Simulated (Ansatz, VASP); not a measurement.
# W in VASP and in Ansatz

```xyz
1
Lattice="-1.5921 1.5921 1.5921 1.5921 -1.5921 1.5921 1.5921 1.5921 -1.5921" Properties=species:S:1:pos:R:3 pbc="T T T"
W     0.0000    0.0000    0.0000
```

Alike in both runs: functional PBE; k mesh 15 × 15 × 15; occupations methfessel-paxton of order 1, width 0.05 eV; no spin polarisation.

Ansatz relaxed the structure, and its values are those at the end. VASP's run is a single point on that final structure, the one shown.

```csv
,VASP,Ansatz
version,VASP 6.6.1,Ansatz 0.2.0
potentials or method,"VASP PAW PBE potentials, release 64 (W_sv)","plane waves, PAW"
plane-wave cutoff (eV),520,420
valence electrons in the cell,14,14
```

|  | VASP | Ansatz | Ansatz less VASP |
| --- | --- | --- | --- |
| pressure (GPa) | 0.5 | 0.0 | -0.48 |

The functional is the same, so the differences come from potentials, cutoffs and numerics.

Spin-orbit coupling is left out, which matters for the levels of W.
